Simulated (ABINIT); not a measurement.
Set up this calculation in ABINIT 10.8.3 (patched build), as an ASE script.

* Task: equation of state
* Functional: BP86
* Dispersion: D4
* Potentials or basis: JTH PAW PBE v2.0
* Cutoff: 517 eV
* k mesh: 11 × 11 × 11
* Occupations: fermi-dirac, width 0.05 eV
* Spin: no spin polarisation
* Dispersion computed by: dftd4 4.3.1
* Fine-grid cutoff: 1034.03 eV
* Exchange and correlation inside the PAW spheres: full angular mesh (pawxcdev 0, this build's default; the released program takes 1)

The system is Ta.

```
Ta
1.0
    -1.65128    1.65128    1.65128
     1.65128   -1.65128    1.65128
     1.65128    1.65128   -1.65128
Ta
1
Direct
  0.00000 0.00000 0.00000
```

The input as run:

run.py

```python
import json, os
import numpy as np
from ase.eos import EquationOfState
from ase.units import GPa
from ase.calculators.mixing import SumCalculator
from dftd4.ase import DFTD4
from ase.calculators.abinit import Abinit, AbinitProfile
from ase import Atoms

atoms = Atoms(['Ta'],
              cell=[[-1.65128, 1.65128, 1.65128], [1.65128, -1.65128, 1.65128], [1.65128, 1.65128, -1.65128]],
              scaled_positions=[[0.0, 0.0, 0.0]],
              pbc=True)

profile = AbinitProfile(command='abinit', pp_paths=[os.path.abspath('pseudos')])
params = dict(
    pps='pawxml', xc='PBE',
    ecut=517.0163,
    pawecutdg=1034.0327,
    kptopt=1,
    ngkpt=[11, 11, 11],
    nshiftk=1,
    shiftk=[0.0, 0.0, 0.0],
    ixc=-106132,
    nband=11,
    occopt=3,
    tsmear=0.05,
    nstep=100,
    tolvrs=1e-09,
    prtwf=0,
    prtden=0,
)

cell0 = atoms.cell.copy()
volumes, energies = [], []
for i, x in enumerate([0.94, 0.96, 0.98, 1.0, 1.02, 1.04, 1.06]):
    atoms.set_cell(cell0 * x ** (1 / 3), scale_atoms=True)
    atoms.calc = SumCalculator([Abinit(profile=profile, directory=f'v{i}', **params), DFTD4(method='bp86')])
    volumes.append(atoms.get_volume() / len(atoms))
    dft, disp = atoms.calc.mixer.calcs
    energies.append((dft.get_property('free_energy', atoms) + disp.get_property('energy', atoms)) / len(atoms))
    print(f'{x:5.2f} {volumes[-1]:10.5f} A^3/atom {energies[-1]:14.6f} eV/atom', flush=True)
    json.dump(dict(volumes=volumes, energies=energies), open('results.json', 'w'))
v0, e0, b0 = EquationOfState(volumes, energies, eos='murnaghan').fit()
print(f'V0 {v0:.4f} A^3/atom  E0 {e0:.6f} eV/atom  B0 {b0 / GPa:.2f} GPa')
```

Potentials or basis: JTH PAW PBE v2.0.

Command:

```bash
$ python run.py
```

It gave:

```yaml
Equilibrium_volume: 17.78 Å³/atom
Bulk_modulus: 206 GPa
Pressure_derivative_of_the_bulk_modulus: "3.3 (rough: it moves with the points fitted)"
```

Caveat: pressures at fixed basis lie under the slope of the energies; the log and the count of SCF iterations are those of the last ABINIT call alone; the PAW data sets were made with another functional, which shifts forces and pressure a little.

It took 80 s on 1 thread of Intel(R) Xeon(R) Processor @ 2.70GHz, on a shared host, peak memory 0.12 GiB.
